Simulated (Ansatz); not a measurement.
# C: a line through an energy map

Aim: follow the energy of C (Fd-3m, No. 227; 2 atoms in the cell) along one coordinate, strain +e along z and -e/2 along x and y, with the other held at strain +e along x and -e along y = −7.50 %.

Program: Ansatz 0.2.0. Level of theory: DFT PBE, scalar-relativistic, plane waves, PAW. These are calculated values, not measurements.

9 further runs of the same task are left out: 9 set aside as unsound or not needed.

**1. The starting structure**

It takes space group Fd-3m (No. 227, cubic). Conventional cell: a = 3.572 Å, b = 3.572 Å, c = 3.572 Å, α = 90.00°, β = 90.00°, γ = 90.00°. C (site symmetry -43m) is surrounded by 4 C at 1.55 Å.

As a file:

```xyz
2
Lattice="0.0000 1.7858 1.7858 1.7858 0.0000 1.7858 1.7858 1.7858 0.0000" Properties=species:S:1:pos:R:3 pbc="T T T"
C     1.7858    1.7858    1.7858
C     2.6788    2.6788    2.6788
```

This cell was relaxed beforehand with the same method: volume 5.70 Å³/atom, gap on the mesh 4.15 eV.

**2. Plan of the line**

The energy is mapped over two homogeneous strains (x along [1 0 0], y along [0 1 0], z along [0 0 1] of the conventional cell).

First coordinate, strain +e along x and -e along y: 9 values from −15.00 %. Second coordinate, strain +e along z and -e/2 along x and y: 9 values from −7.00 %.

Nothing else is relaxed (symmetry fixes all fractional coordinates). Energies count from the relaxed crystal. Points are written as (first, second).

**3. Grid point (−7.50 %, −7.00 %)**

Contents of input.yaml:

```yaml
crystal:
  lattice:
    - [0.0, 1.9822857217, 1.660833983]
    - [1.7144092728, 0.0, 1.660833983]
    - [1.7144092728, 1.9822857217, 0.0]
  atoms:
    - { symbol: C, position: [0.5, 0.5, 0.5] }
    - { symbol: C, position: [0.75, 0.75, 0.75] }
basis:
  ecutwfc: 520.0
kpoints:
  mp_grid: { grid: [12, 12, 12] }
hamiltonian:
  xc: pbe
  pseudopotentials: { kind: paw, azcp: { folder: soft_1 } }
scf:
  occupations: { method: gaussian, width: 0.05 }
output:
  forces: true
  stress: true
  eigenvalues: true
```

The run is started by

```sh
> ansatz run input.yaml --threads 1 --pin off --max-ram 2048MiB --backend cpu --events-out ev --progress --plain --runs-dir out
```

Standard output:

```text
Warning: RAYON_NUM_THREADS=1 ignored (pool sized by the plan → 1); use --threads N
Engine: ansatz 0.2.0, aarch64-unknown-linux-gnu
Pseudopotentials: kind: paw
Pseudopotential: C, paw, valence charge 4, recommended cutoff 420 eV (normal), <dir>
Functional definition: PBE
  parameter kappa = 0.804
  parameter beta = 0.06672455060314922
  exchange = pbe_x(kappa = kappa, mu = beta*pi^2/3)
  correlation = pbe_c(beta = beta)
Crystal: 2 atoms, lattice volume = 11.289 Å³
Basis set: ecut = 520 eV, 299 PW (Γ), exchange–correlation on 40×36×40 points (8 copies of the dense FFT grid, shifted against one another)
Bands: 8, of which v1, the nominal top of the filled ones, is band 4 counted from 1 (3 counted from 0)
Symmetry: 8 space group operations
Space group: Fddd (ITA 70), of the structure as read, at distance tolerance 2.2e-5 Å
k-points: 280 of 1728
Non-local potential: C, projectors of the file, l = 0: 2, l = 1: 2, l = 2: 1
PAW form: soft (Blöchl's): semilocal exchange-correlation on the pseudo side does not see the compensation charge
PAW one-centre angular grid: C, 110 points (default); XC on 64 Gauss nodes
Initial density: superposition of atomic densities (chi_scale 0.1, normalization cell)
Initial wavefunctions: pseudopotential atomic-orbital guess
Functional: x = pbe(κ = 0.804, μ = 0.2195149727645171), c = pbe(β = 0.06672455060314922)
SCF iter   1: F=—  HF=-501.503517 eV  |F-HF|=—  |Δ(HF+E_count)|=         —  Δρ=1.37e-1  dr2=1.48e0  ethr=3.10e-3  ⟨swp⟩=4.6  Hψ=14433  notcnv=0
preconditioner: auto → none  [insulator: Δε(μ)=2.202 eV  Ē_g=19.382 eV  σ=0.050 eV  W_gap=1.00  n_scr=0 (ndim 8)  ℏωp=31.3 eV  f_vac=0.000  D(μ)=0.00/eV (n_scr^D=0)  ε∞_Penn≈3.6]
SCF iter   2: F=—  HF=-501.046761 eV  |F-HF|=—  |Δ(HF+E_count)|=   4.57e-1  Δρ=5.93e-2  dr2=2.65e-1  ethr=3.10e-3  ⟨swp⟩=2.9  Hψ=6571  notcnv=0
SCF iter   3: F=—  HF=-500.975978 eV  |F-HF|=—  |Δ(HF+E_count)|=   7.08e-2  Δρ=3.94e-3  dr2=6.20e-4  ethr=3.10e-3  ⟨swp⟩=3.0  Hψ=4480  notcnv=0
SCF iter   4: F=—  HF=-500.976529 eV  |F-HF|=—  |Δ(HF+E_count)|=   5.51e-4  Δρ=2.98e-4  dr2=3.09e-6  ethr=7.75e-6  ⟨swp⟩=2.5  Hψ=3405  notcnv=0
SCF iter   5: F=—  HF=-500.976532 eV  |F-HF|=—  |Δ(HF+E_count)|=   3.27e-6  Δρ=2.57e-5  dr2=2.23e-8  ethr=3.86e-8  ⟨swp⟩=2.1  Hψ=3247  notcnv=0
SCF iter   6: F=-500.976532 eV  HF=-500.976532 eV  |F-HF|=1.71e-11  |Δ(HF+E_count)|=   5.02e-8  Δρ=6.84e-7  dr2=2.89e-11  ethr=2.78e-10  ⟨swp⟩=2.3  Hψ=8765  notcnv=0
SCF 1 converged in 6 iterations: F = -500.976532 eV  dr2 = 2.89e-11
SCF converged after 6 iterations
Free energy (F): -500.976532 eV
Harris-Foulkes:  -500.976532 eV  (|F-HF|=1.71e-11)
Internal energy: -500.976532 eV  (E = F + TS)
E sigma→0 (E₀):  -500.976532 eV
Fermi energy:    15.395566 eV
--- Per-component energies (eV) ---
  E_band       = 36.494038
  E_kinetic    = 179.851789
  E_local      = -107.006109  (includes V_loc(G=0)·N_el)
  E_nonlocal   = 45.894807
  E_hartree    = 25.392441
  E_xc         = -95.284545
  E_vxc        = -117.679775  (∫ρ·V_xc dr)
  E_paw        = -199.908985  (= ΣΔE_a)
  E_vpaw       = -15.351512  (= ΣTr[D̂ρ^β])
  E_aug_tail   = 0.000003  (compensation charges beyond the density's cutoff)
  E_ewald      = -349.915932
  E_smearing   = -0.000000  (= −TS)
  E_closure    = 0.000000  (closes the sum)
  Σ components = -500.976532   (vs F -500.976532, Δ=0.00e0)
--- Forces (eV/Å), atoms counted from 1 ---
  atom   1  C      0.00000000     0.00000000     0.00000000
  atom   2  C     -0.00000000     0.00000000     0.00000000
  max |Σ_I F_I| component: 0.00e0 eV/Å
--- Stress (GPa, compression-positive) ---
       52.764425       0.000000       0.000000
        0.000000    -110.293004       0.000000
        0.000000       0.000000      72.429066
  P = ⅓ Tr σ = 4.9668 GPa (49.668 kbar)
--- Band table (eV; the first three rows and the last of 280) ---
  k-point 0: bands = ["-8.0777", "11.5678", "14.2827", "14.5987", "18.4779", "18.8681", "20.6468", "26.0080"]
  k-point 1: bands = ["-7.8817", "11.0753", "13.3618", "14.1890", "18.7890", "19.2482", "21.3546", "26.1947"]
  k-point 2: bands = ["-7.2961", "9.4578", "11.7102", "13.6005", "19.1269", "20.1692", "22.6614", "26.7732"]
  k-point 279: bands = ["1.8474", "1.8474", "6.3196", "6.3196", "16.7956", "16.7956", "29.5272", "29.5272"]
```

It took 3 s on 1 thread of Arm Neoverse V1, shared host; peak memory 0.29 GiB.

On the map this point reads 321 meV/atom.

**4. Point (−7.50 %, −3.50 %)**

input.yaml: that of step 3 with these lines changed.

```diff
@@ -2,5 +2,5 @@
   lattice:
-    - [0.0, 1.9822857217, 1.660833983]
-    - [1.7144092728, 0.0, 1.660833983]
-    - [1.7144092728, 1.9822857217, 0.0]
+    - [0.0, 1.9510334693, 1.7233384878]
+    - [1.6831570204, 0.0, 1.7233384878]
+    - [1.6831570204, 1.9510334693, 0.0]
   atoms:
```

The run is started by

```sh
> ansatz run input.yaml --threads 1 --pin off --max-ram 2048MiB --backend cpu --events-out ev --progress --plain --runs-dir out
```

Standard output:

```text
[... 28 lines left out ...]
SCF 1 converged in 6 iterations: F = -501.169217 eV  dr2 = 2.81e-11
SCF converged after 6 iterations
Free energy (F): -501.169217 eV
Harris-Foulkes:  -501.169217 eV  (|F-HF|=1.78e-11)
Internal energy: -501.169217 eV  (E = F + TS)
E sigma→0 (E₀):  -501.169217 eV
Fermi energy:    15.359718 eV
--- Per-component energies (eV) ---
  E_band       = 35.915204
  E_kinetic    = 179.718098
  E_local      = -108.077281  (includes V_loc(G=0)·N_el)
  E_nonlocal   = 45.886606
  E_hartree    = 25.717081
  E_xc         = -95.300346
  E_vxc        = -117.697212  (∫ρ·V_xc dr)
  E_paw        = -199.906432  (= ΣΔE_a)
  E_vpaw       = -15.349125  (= ΣTr[D̂ρ^β])
  E_aug_tail   = 0.000003  (compensation charges beyond the density's cutoff)
  E_ewald      = -349.206946
  E_smearing   = -0.000000  (= −TS)
  E_closure    = -0.000000  (closes the sum)
  Σ components = -501.169217   (vs F -501.169217, Δ=0.00e0)
--- Forces (eV/Å), atoms counted from 1 ---
  atom   1  C     -0.00000000     0.00000000     0.00000000
  atom   2  C      0.00000000     0.00000000    -0.00000000
  max |Σ_I F_I| component: 0.00e0 eV/Å
--- Stress (GPa, compression-positive) ---
       58.973765       0.000000      -0.000000
        0.000000     -91.808113      -0.000000
       -0.000000      -0.000000      43.233378
  P = ⅓ Tr σ = 3.4663 GPa (34.663 kbar)
--- Band table (eV; the first three rows and the last of 280) ---
  k-point 0: bands = ["-8.1015", "11.8425", "14.0812", "14.3340", "18.4893", "18.7797", "20.3037", "26.1843"]
  k-point 1: bands = ["-7.9067", "11.3018", "13.1831", "13.9402", "18.8422", "19.1804", "20.9888", "26.3667"]
  k-point 2: bands = ["-7.3248", "9.4991", "11.7143", "13.3371", "19.3004", "20.1116", "22.2570", "26.9182"]
  k-point 279: bands = ["1.2045", "1.2045", "6.7627", "6.7627", "17.5483", "17.5483", "29.3280", "29.3280"]
```

Run time: 2.6 s. Hardware: 1 thread of Arm Neoverse V1, shared host; peak memory 0.29 GiB.

On the map this point reads 224 meV/atom.

**5. Grid point (−7.50 %, −1.75 %)**

input.yaml: that of step 4 with these lines changed.

```diff
@@ -2,5 +2,5 @@
   lattice:
-    - [0.0, 1.9510334693, 1.7233384878]
-    - [1.6831570204, 0.0, 1.7233384878]
-    - [1.6831570204, 1.9510334693, 0.0]
+    - [0.0, 1.9354073431, 1.7545907401]
+    - [1.6675308942, 0.0, 1.7545907401]
+    - [1.6675308942, 1.9354073431, 0.0]
   atoms:
```

The run is started by

```sh
> ansatz run input.yaml --threads 1 --pin off --max-ram 2048MiB --backend cpu --events-out ev --progress --plain --runs-dir out
```

Standard output:

```text
Warning: RAYON_NUM_THREADS=1 ignored (pool sized by the plan → 1); use --threads N
[... 8 set-up lines as earlier in the session ...]
Crystal: 2 atoms, lattice volume = 11.325 Å³
Basis set: ecut = 520 eV, 307 PW (Γ), exchange–correlation on 40×40×40 points (8 copies of the dense FFT grid, shifted against one another)
Bands: 8, of which v1, the nominal top of the filled ones, is band 4 counted from 1 (3 counted from 0)
[... 2 set-up lines as earlier in the session ...]
k-points: 280 of 1728
[... 6 set-up lines as earlier in the session ...]
SCF iter   1: F=—  HF=-501.757315 eV  |F-HF|=—  |Δ(HF+E_count)|=         —  Δρ=1.37e-1  dr2=1.50e0  ethr=3.10e-3  ⟨swp⟩=4.6  Hψ=14432  notcnv=0
preconditioner: auto → none  [insulator: Δε(μ)=2.329 eV  Ē_g=19.447 eV  σ=0.050 eV  W_gap=1.00  n_scr=0 (ndim 8)  ℏωp=31.2 eV  f_vac=0.000  D(μ)=0.00/eV (n_scr^D=0)  ε∞_Penn≈3.6]
SCF iter   2: F=—  HF=-501.294797 eV  |F-HF|=—  |Δ(HF+E_count)|=   4.63e-1  Δρ=5.95e-2  dr2=2.68e-1  ethr=3.10e-3  ⟨swp⟩=2.9  Hψ=6561  notcnv=0
SCF iter   3: F=—  HF=-501.222997 eV  |F-HF|=—  |Δ(HF+E_count)|=   7.18e-2  Δρ=3.94e-3  dr2=6.31e-4  ethr=3.10e-3  ⟨swp⟩=3.0  Hψ=4480  notcnv=0
SCF iter   4: F=—  HF=-501.223556 eV  |F-HF|=—  |Δ(HF+E_count)|=   5.59e-4  Δρ=3.01e-4  dr2=3.15e-6  ethr=7.88e-6  ⟨swp⟩=2.6  Hψ=3444  notcnv=0
SCF iter   5: F=—  HF=-501.223559 eV  |F-HF|=—  |Δ(HF+E_count)|=   3.16e-6  Δρ=2.59e-5  dr2=2.31e-8  ethr=3.94e-8  ⟨swp⟩=2.1  Hψ=3243  notcnv=0
SCF iter   6: F=-501.223559 eV  HF=-501.223559 eV  |F-HF|=2.12e-11  |Δ(HF+E_count)|=   5.28e-8  Δρ=6.68e-7  dr2=2.70e-11  ethr=2.88e-10  ⟨swp⟩=2.3  Hψ=8680  notcnv=0
SCF 1 converged in 6 iterations: F = -501.223559 eV  dr2 = 2.70e-11
SCF converged after 6 iterations
Free energy (F): -501.223559 eV
Harris-Foulkes:  -501.223559 eV  (|F-HF|=2.12e-11)
Internal energy: -501.223559 eV  (E = F + TS)
E sigma→0 (E₀):  -501.223559 eV
Fermi energy:    15.246526 eV
--- Per-component energies (eV) ---
  E_band       = 35.770058
  E_kinetic    = 179.666119
  E_local      = -108.302940  (includes V_loc(G=0)·N_el)
  E_nonlocal   = 45.890246
  E_hartree    = 25.782936
  E_xc         = -95.305348
  E_vxc        = -117.702930  (∫ρ·V_xc dr)
  E_paw        = -199.903834  (= ΣΔE_a)
  E_vpaw       = -15.346268  (= ΣTr[D̂ρ^β])
  E_aug_tail   = 0.000003  (compensation charges beyond the density's cutoff)
  E_ewald      = -349.050741
  E_smearing   = -0.000000  (= −TS)
  E_closure    = 0.000000  (closes the sum)
  Σ components = -501.223559   (vs F -501.223559, Δ=0.00e0)
--- Forces (eV/Å), atoms counted from 1 ---
  atom   1  C      0.00000000     0.00000000     0.00000000
  atom   2  C     -0.00000000     0.00000000     0.00000000
  max |Σ_I F_I| component: 0.00e0 eV/Å
--- Stress (GPa, compression-positive) ---
       62.993544       0.000000       0.000000
        0.000000     -81.619198       0.000000
        0.000000       0.000000      27.816797
  P = ⅓ Tr σ = 3.0637 GPa (30.637 kbar)
--- Band table (eV; the first three rows and the last of 280) ---
  k-point 0: bands = ["-8.1069", "12.0037", "13.8201", "14.3862", "18.3414", "18.9681", "20.1731", "26.2685"]
  k-point 1: bands = ["-7.9124", "11.4353", "13.0386", "13.9047", "18.7019", "19.3812", "20.8407", "26.4502"]
  k-point 2: bands = ["-7.3312", "9.5329", "11.7146", "13.2525", "19.2789", "20.2293", "22.0823", "26.9949"]
  k-point 279: bands = ["0.9084", "0.9084", "7.0051", "7.0051", "17.9471", "17.9471", "29.2402", "29.2402"]
```

Run time: 2.7 s. Hardware: 1 thread of Arm Neoverse V1, shared host; peak memory 0.29 GiB.

Energy on the map's scale: 197 meV/atom.

**6. Grid point (−7.50 %, 0.00 %)**

input.yaml: that of step 5 with these lines changed.

```diff
@@ -2,5 +2,5 @@
   lattice:
-    - [0.0, 1.9354073431, 1.7545907401]
-    - [1.6675308942, 0.0, 1.7545907401]
-    - [1.6675308942, 1.9354073431, 0.0]
+    - [0.0, 1.9197812169, 1.7858429925]
+    - [1.6519047681, 0.0, 1.7858429925]
+    - [1.6519047681, 1.9197812169, 0.0]
   atoms:
```

The run is started by

```sh
> ansatz run input.yaml --threads 1 --pin off --max-ram 2048MiB --backend cpu --events-out ev --progress --plain --runs-dir out
```

Standard output:

```text
[... 28 lines left out ...]
SCF 1 converged in 6 iterations: F = -501.248673 eV  dr2 = 2.69e-11
SCF converged after 6 iterations
Free energy (F): -501.248673 eV
Harris-Foulkes:  -501.248673 eV  (|F-HF|=2.15e-11)
Internal energy: -501.248673 eV  (E = F + TS)
E sigma→0 (E₀):  -501.248673 eV
Fermi energy:    15.154345 eV
--- Per-component energies (eV) ---
  E_band       = 35.721250
  E_kinetic    = 179.627555
  E_local      = -108.329079  (includes V_loc(G=0)·N_el)
  E_nonlocal   = 45.897846
  E_hartree    = 25.786988
  E_xc         = -95.308141
  E_vxc        = -117.706293  (∫ρ·V_xc dr)
  E_paw        = -199.900713  (= ΣΔE_a)
  E_vpaw       = -15.342715  (= ΣTr[D̂ρ^β])
  E_aug_tail   = 0.000003  (compensation charges beyond the density's cutoff)
  E_ewald      = -349.023132
  E_smearing   = -0.000000  (= −TS)
  E_closure    = 0.000000  (closes the sum)
  Σ components = -501.248673   (vs F -501.248673, Δ=0.00e0)
--- Forces (eV/Å), atoms counted from 1 ---
  atom   1  C      0.00000000    -0.00000000     0.00000000
  atom   2  C      0.00000000     0.00000000    -0.00000000
  max |Σ_I F_I| component: 0.00e0 eV/Å
--- Stress (GPa, compression-positive) ---
       67.620248      -0.000000      -0.000000
       -0.000000     -70.801802      -0.000000
       -0.000000      -0.000000      11.867356
  P = ⅓ Tr σ = 2.8953 GPa (28.953 kbar)
--- Band table (eV; the first three rows and the last of 280) ---
  k-point 0: bands = ["-8.1081", "12.1812", "13.5561", "14.4566", "18.2201", "19.1802", "20.0689", "26.3473"]
  k-point 1: bands = ["-7.9136", "11.5803", "12.8652", "13.9215", "18.5764", "19.6088", "20.7172", "26.5291"]
  k-point 2: bands = ["-7.3325", "9.5730", "11.7061", "13.2085", "19.2089", "20.4127", "21.9349", "27.0711"]
  k-point 279: bands = ["0.6287", "0.6287", "7.2615", "7.2615", "18.3604", "18.3604", "29.1590", "29.1590"]
```

Run time: 2.7 s. Hardware: 1 thread of Arm Neoverse V1, shared host; peak memory 0.29 GiB.

On the map this point reads 185 meV/atom.

**7. Grid point (−7.50 %, 1.75 %)**

input.yaml: that of step 6 with these lines changed.

```diff
@@ -2,5 +2,5 @@
   lattice:
-    - [0.0, 1.9197812169, 1.7858429925]
-    - [1.6519047681, 0.0, 1.7858429925]
-    - [1.6519047681, 1.9197812169, 0.0]
+    - [0.0, 1.9041550908, 1.8170952449]
+    - [1.6362786419, 0.0, 1.8170952449]
+    - [1.6362786419, 1.9041550908, 0.0]
   atoms:
```

The run is started by

```sh
> ansatz run input.yaml --threads 1 --pin off --max-ram 2048MiB --backend cpu --events-out ev --progress --plain --runs-dir out
```

Standard output:

```text
Warning: RAYON_NUM_THREADS=1 ignored (pool sized by the plan → 1); use --threads N
[... 8 set-up lines as earlier in the session ...]
Crystal: 2 atoms, lattice volume = 11.323 Å³
Basis set: ecut = 520 eV, 307 PW (Γ), exchange–correlation on 40×40×40 points (8 copies of the dense FFT grid, shifted against one another)
Bands: 8, of which v1, the nominal top of the filled ones, is band 4 counted from 1 (3 counted from 0)
[... 2 set-up lines as earlier in the session ...]
k-points: 280 of 1728
[... 6 set-up lines as earlier in the session ...]
SCF iter   1: F=—  HF=-501.776004 eV  |F-HF|=—  |Δ(HF+E_count)|=         —  Δρ=1.37e-1  dr2=1.49e0  ethr=3.10e-3  ⟨swp⟩=4.5  Hψ=14381  notcnv=0
preconditioner: auto → none  [insulator: Δε(μ)=1.692 eV  Ē_g=19.450 eV  σ=0.050 eV  W_gap=1.00  n_scr=0 (ndim 8)  ℏωp=31.2 eV  f_vac=0.000  D(μ)=0.00/eV (n_scr^D=0)  ε∞_Penn≈3.6]
SCF iter   2: F=—  HF=-501.314843 eV  |F-HF|=—  |Δ(HF+E_count)|=   4.61e-1  Δρ=5.95e-2  dr2=2.68e-1  ethr=3.10e-3  ⟨swp⟩=3.0  Hψ=6559  notcnv=0
SCF iter   3: F=—  HF=-501.243124 eV  |F-HF|=—  |Δ(HF+E_count)|=   7.17e-2  Δρ=3.94e-3  dr2=6.27e-4  ethr=3.10e-3  ⟨swp⟩=3.0  Hψ=4480  notcnv=0
SCF iter   4: F=—  HF=-501.243676 eV  |F-HF|=—  |Δ(HF+E_count)|=   5.52e-4  Δρ=3.00e-4  dr2=3.13e-6  ethr=7.84e-6  ⟨swp⟩=2.5  Hψ=3425  notcnv=0
SCF iter   5: F=—  HF=-501.243680 eV  |F-HF|=—  |Δ(HF+E_count)|=   3.60e-6  Δρ=2.57e-5  dr2=2.27e-8  ethr=3.91e-8  ⟨swp⟩=2.2  Hψ=3250  notcnv=0
SCF iter   6: F=-501.243680 eV  HF=-501.243680 eV  |F-HF|=2.16e-11  |Δ(HF+E_count)|=   5.18e-8  Δρ=6.67e-7  dr2=2.73e-11  ethr=2.83e-10  ⟨swp⟩=2.4  Hψ=8817  notcnv=0
SCF 1 converged in 6 iterations: F = -501.243680 eV  dr2 = 2.73e-11
SCF converged after 6 iterations
Free energy (F): -501.243680 eV
Harris-Foulkes:  -501.243680 eV  (|F-HF|=2.16e-11)
Internal energy: -501.243680 eV  (E = F + TS)
E sigma→0 (E₀):  -501.243680 eV
Fermi energy:    15.082704 eV
--- Per-component energies (eV) ---
  E_band       = 35.768993
  E_kinetic    = 179.605020
  E_local      = -108.161764  (includes V_loc(G=0)·N_el)
  E_nonlocal   = 45.908731
  E_hartree    = 25.731493
  E_xc         = -95.308594
  E_vxc        = -117.707123  (∫ρ·V_xc dr)
  E_paw        = -199.897375  (= ΣΔE_a)
  E_vpaw       = -15.338817  (= ΣTr[D̂ρ^β])
  E_aug_tail   = 0.000004  (compensation charges beyond the density's cutoff)
  E_ewald      = -349.121195
  E_smearing   = -0.000000  (= −TS)
  E_closure    = 0.000000  (closes the sum)
  Σ components = -501.243680   (vs F -501.243680, Δ=0.00e0)
--- Forces (eV/Å), atoms counted from 1 ---
  atom   1  C      0.00000000    -0.00000000     0.00000000
  atom   2  C      0.00000000     0.00000000    -0.00000000
  max |Σ_I F_I| component: 0.00e0 eV/Å
--- Stress (GPa, compression-positive) ---
       72.850939       0.000000      -0.000000
        0.000000     -59.356607      -0.000000
       -0.000000      -0.000000      -4.595107
  P = ⅓ Tr σ = 2.9664 GPa (29.664 kbar)
--- Band table (eV; the first three rows and the last of 280) ---
  k-point 0: bands = ["-8.1051", "12.3755", "13.2886", "14.5452", "18.1251", "19.4153", "19.9902", "26.4164"]
  k-point 1: bands = ["-7.9104", "11.7315", "12.6799", "13.9785", "18.4712", "19.8529", "20.6226", "26.5991"]
  k-point 2: bands = ["-7.3287", "9.6166", "11.6862", "13.2100", "19.1189", "20.6192", "21.8297", "27.1425"]
  k-point 279: bands = ["0.3647", "0.3647", "7.5322", "7.5322", "18.7880", "18.7880", "29.0839", "29.0839"]
```

Wall time 2.7 s (1 thread of Arm Neoverse V1, shared host); peak memory 0.29 GiB.

On the map this point reads 187 meV/atom.

**8. Point (−7.50 %, 3.50 %)**

input.yaml: that of step 7 with these lines changed.

```diff
@@ -2,5 +2,5 @@
   lattice:
-    - [0.0, 1.9041550908, 1.8170952449]
-    - [1.6362786419, 0.0, 1.8170952449]
-    - [1.6362786419, 1.9041550908, 0.0]
+    - [0.0, 1.8885289646, 1.8483474972]
+    - [1.6206525157, 0.0, 1.8483474972]
+    - [1.6206525157, 1.8885289646, 0.0]
   atoms:
```

The run is started by

```sh
> ansatz run input.yaml --threads 1 --pin off --max-ram 2048MiB --backend cpu --events-out ev --progress --plain --runs-dir out
```

Standard output:

```text
[... 28 lines left out ...]
SCF 1 converged in 6 iterations: F = -501.207747 eV  dr2 = 2.70e-11
SCF converged after 6 iterations
Free energy (F): -501.207747 eV
Harris-Foulkes:  -501.207747 eV  (|F-HF|=2.44e-11)
Internal energy: -501.207747 eV  (E = F + TS)
E sigma→0 (E₀):  -501.207747 eV
Fermi energy:    15.031113 eV
--- Per-component energies (eV) ---
  E_band       = 35.913485
  E_kinetic    = 179.601304
  E_local      = -107.807521  (includes V_loc(G=0)·N_el)
  E_nonlocal   = 45.922149
  E_hartree    = 25.618922
  E_xc         = -95.306676
  E_vxc        = -117.705381  (∫ρ·V_xc dr)
  E_paw        = -199.894077  (= ΣΔE_a)
  E_vpaw       = -15.334871  (= ΣTr[D̂ρ^β])
  E_aug_tail   = 0.000003  (compensation charges beyond the density's cutoff)
  E_ewald      = -349.341851
  E_smearing   = -0.000000  (= −TS)
  E_closure    = 0.000000  (closes the sum)
  Σ components = -501.207747   (vs F -501.207747, Δ=0.00e0)
--- Forces (eV/Å), atoms counted from 1 ---
  atom   1  C     -0.00000000     0.00000000     0.00000000
  atom   2  C      0.00000000     0.00000000     0.00000000
  max |Σ_I F_I| component: 0.00e0 eV/Å
--- Stress (GPa, compression-positive) ---
       78.679896       0.000000       0.000000
        0.000000     -47.285851       0.000000
        0.000000       0.000000     -21.545161
  P = ⅓ Tr σ = 3.2830 GPa (32.830 kbar)
--- Band table (eV; the first three rows and the last of 280) ---
  k-point 0: bands = ["-8.0980", "12.5868", "13.0173", "14.6523", "18.0557", "19.6726", "19.9367", "26.4693"]
  k-point 1: bands = ["-7.9029", "11.8702", "12.5094", "14.0671", "18.3872", "20.0957", "20.5730", "26.6537"]
  k-point 2: bands = ["-7.3200", "9.6596", "11.6569", "13.2586", "19.0235", "20.8062", "21.7963", "27.2023"]
  k-point 279: bands = ["0.1160", "0.1160", "7.8174", "7.8174", "19.2298", "19.2298", "29.0144", "29.0144"]
```

Wall time 2.8 s (1 thread of Arm Neoverse V1, shared host); peak memory 0.29 GiB.

Energy on the map's scale: 205 meV/atom.

[end of part 1 of 2]
